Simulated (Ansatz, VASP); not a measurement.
BeTe3 in VASP and in Ansatz

The input INCAR:

```
SYSTEM = BeTe3
PREC = Accurate
ENCUT = 600
EDIFF = 1E-6
ISMEAR = 0
SIGMA = 0.1
LREAL = .False.
LASPH = .True.
NELM = 80
ALGO = Normal
ISIF = 3
LWAVE = .False.
LCHARG = .False.
GGA = PE
IBRION = 2
NSW = 100
EDIFFG = -0.01
```

The input KPOINTS:

```
regular mesh
0
Gamma
  12 12 12
  0 0 0
```

Contents of POSCAR:

```
BeTe3
1.0
    0.0000000000      3.7320555400      3.7320555400
    3.7320555400      0.0000000000      3.7320555400
    3.7320555400      3.7320555400      0.0000000000
Be Te
1 3
Direct
    0.0000000000      0.0000000000      0.0000000000
    0.2500000000      0.2500000000      0.2500000000
    0.7500000000      0.7500000000      0.7500000000
    0.5000000000      0.5000000000      0.5000000000
```

Input for Ansatz:

```yaml
crystal:
  lattice:
    - [0.0, 3.73205554, 3.73205554]
    - [3.73205554, 0.0, 3.73205554]
    - [3.73205554, 3.73205554, 0.0]
  atoms:
    - { symbol: Be, position: [0.0, 0.0, 0.0] }
    - { symbol: Te, position: [0.25, 0.25, 0.25] }
    - { symbol: Te, position: [0.75, 0.75, 0.75] }
    - { symbol: Te, position: [0.5, 0.5, 0.5] }
basis:
  ecutwfc: 420
kpoints:
  mp_grid: { grid: [12, 12, 12] }
hamiltonian:
  xc: pbe
scf:
  occupations: { method: gaussian, width: 0.1 }
output:
  forces: true
  stress: true
  eigenvalues: true
  write_density: true
  write_potential: true
  elf: true
  volumetric_format: npy
relax:
  adjacent_minimum: "off"
  f_tol: 0.01
  max_steps: 80
  cell: { stress_tol: 0.05 }
```

Change from the starting cell: species swapped into the SmCd3 type (Fm-3m, No. 225).

Alike in both runs: task relaxation of cell and atoms; functional PBE; k mesh 12 × 12 × 12; occupations gaussian, width 0.1 eV; no spin polarisation.

|  | VASP | Ansatz |
| --- | --- | --- |
| version | VASP 6.6.1 | Ansatz 0.2.0 |
| potentials or method | VASP PAW PBE potentials, release 64 (Be, Te) | scalar-relativistic, plane waves, PAW |
| plane-wave cutoff (eV) | 600 | 420 |
| valence electrons in the cell | 20 | 50 |

|  | VASP | Ansatz | Ansatz less VASP |
| --- | --- | --- | --- |
| gap on the k mesh at the Fermi level, each at its own relaxed structure (eV) | none | none | - |
| relaxed volume (Å³/atom) | 24.61 | 24.64 | +0.033 |
| relaxed cell length with the largest relative difference (Å) | 5.183 | 5.185 | +0.0023 |
| energy change over the relaxation (meV/atom) | -12 | -11 | +0.5 |

A gap of «none» marks a metal or a gap that the smearing closes. The two sets of potentials don't hold the same shells in valence.

The runs have no spin-orbit coupling, so splittings on Te are missing.
